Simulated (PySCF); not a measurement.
**Reproducing measurements on phenylacetylene**

**The experiment to reproduce.**

From NIST CCCBDB Release 22 (SRD 101), experimental dipoles, for the gas: dipole moment 0.656 D.

The results are set against them at the end.

Species: phenylacetylene, C8H6.
Numbering: `[CH:1]#[C:2][c:3]1[cH:4][cH:5][cH:6][cH:7][cH:8]1` (hydrogens: H9 on C1; H10 on C4; H11 on C5; H12 on C6; H13 on C7; H14 on C8)

Cartesian coordinates in Å at the GFN2-xTB level; atoms count from 1:
```
atom  x, y, z in Å
C1     2.207    1.886    1.640
C2     1.413    1.208    1.047
C3     0.476    0.407    0.350
C4    -0.045    0.837   -0.870
C5    -0.958    0.050   -1.545
C6    -1.361   -1.165   -1.013
C7    -0.848   -1.594    0.200
C8     0.068   -0.816    0.882
H9     2.901    2.479    2.157
H10    0.271    1.785   -1.279
H11   -1.359    0.385   -2.491
H12   -2.076   -1.777   -1.544
H13   -1.163   -2.539    0.617
H14    0.473   -1.146    1.828
```

Runs made with PySCF (gas phase, on this GFN2-xTB geometry; no spin–orbit coupling):

| level | job | basis functions |
| --- | --- | --- |
| PBE0/pcSseg-1 | shieldings, ring-centre shieldings, charges and field gradients | 166 |
| wB97X/def2-SVPD | shieldings, ring-centre shieldings | 208 |
| wB97X-D/def2-SVPD | 8 singlets by full TDDFT, 3 Tamm–Dancoff triplets, polarisability | 208 |
| PBE0/def2-SVPD | 6 singlets by full TDDFT, 2 Tamm–Dancoff triplets, polarisability | 208 |

Results beside the measurements:

**Dipole moment.** Measured: 0.656 D (NIST CCCBDB Release 22 (SRD 101), experimental dipoles).

```tsv
level	computed (D)	computed − measured (D)	% (from the printed values)
PBE0/pcSseg-1	0.685	+0.029	+4
wB97X/def2-SVPD	0.703	+0.047	+7
wB97X-D/def2-SVPD	0.706	+0.050	+8
PBE0/def2-SVPD	0.705	+0.049	+7
```

All 4 levels lie above the measurement. The computed dipoles belong to one fixed geometry; measured ones are averaged over vibrations unless marked μe. Magnitudes are compared, not signs.

The geometry is computed, not the measured one. Where a level misses, the cause wasn't examined.
